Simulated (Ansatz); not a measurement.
BeO:
```yaml
crystal:
  lattice:
    - [2.66455, 0.00000, 0.00000]
    - [-1.33227, 2.30756, 0.00000]
    - [0.00000, 0.00000, 4.32935]
  atoms:
    - { symbol: Be, position: [0.66667, 0.33333, 0.00024] }
    - { symbol: Be, position: [0.33333, 0.66667, 0.50024] }
    - { symbol: O, position: [0.66667, 0.33333, 0.37776] }
    - { symbol: O, position: [0.33333, 0.66667, 0.87776] }
```

Relaxed with LDA.

Question: Give the optical modes at the zone centre with their infrared and Raman activity from DFPT, LDA (plane waves, PAW; program Ansatz).

Answer: Transverse frequencies, without the LO–TO term; a row sums one degenerate level.

```tsv
ω (cm⁻¹)	degeneracy	IR ((D/Å)²/amu)	Raman (Å⁴/amu)	activity	symmetry
330	2	0.00	0	silent	E2
718	1	26.86	2.9	IR+Raman	A1
720	2	0.00	1.8	Raman	E2
723	1	0.00	0	silent	B1
758	2	50.21	1.1	IR+Raman	E1
895	1	0.00	0	silent	B1
```

Question: How high does the top mode go among those that the LO–TO term moves?

Answer: 1108 cm⁻¹ for q along x, 1108 cm⁻¹ for q along y, 1096 cm⁻¹ for q along z.

Space group P6_3mc (wurtzite). The LDA relaxation kept the symmetry of its start; phonons on a q-mesh show no instability.

Potentials: the later of the program's two PAW sets.
